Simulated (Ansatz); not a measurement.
Runs of Ansatz 0.2.0 on PbF2 (Fluorocronite). It takes space group Fm-3m (No. 225, cubic). Conventional cell: a = 5.927 Å, b = 5.927 Å, c = 5.927 Å, α = 90.00°, β = 90.00°, γ = 90.00°. Pb (site symmetry m-3m) has 8 F at 2.57 Å as nearest neighbours. F (site symmetry -43m) is surrounded by 4 Pb at 2.57 Å. 

```csv
level,cell,target pressure (GPa),gap on the mesh (eV),pressure (GPa),relaxed volume (Å³/atom)
r2SCAN,relaxed to 20 GPa,20,(a),20.0,-
r2SCAN+D4,relaxed,-,4.93,0.0,(b)
r2SCAN,relaxed,0,4.93,0.0,17.30
r2SCAN,relaxed to 10 GPa,10,4.86,10.0,-
r2SCAN+D3(BJ),relaxed,-,4.93,0.0,17.15
r2SCAN+rVV10,relaxed,-,4.88,0.0,17.05
r2SCAN,relaxed,-,4.93,0.0,17.30
r2SCAN+D3(BJ)-ATM,relaxed,-,4.93,0.0,17.18
```

Alike in all rows: task relaxation of cell and atoms; potentials or basis Ansatz PAW; no spin polarisation; k mesh 8 × 8 × 8; cutoff (eV) 500; smearing fermi-dirac 0.05 eV.

Problem. Estimate the missing entries.

Solution. (a) 4.74; (b) 17.51.

Caveats: the plane-wave basis is chosen anew once the cell has moved, so the energies of steps on either side of that aren't comparable; spin-orbit coupling is left out, which as a rule narrows the gap of such compounds by several tenths of an eV; the PAW data sets come from PBE, with cores solved anew for the run's functional, which leaves a small shift of forces and pressure; the volume moved by over 15 % at a fixed basis, so the end points are rough (some runs); the dispersion damping was fitted for another functional or another form of the correction (some runs).

A k mesh can miss the band edges, and the runs leave out spin-orbit coupling on Pb.
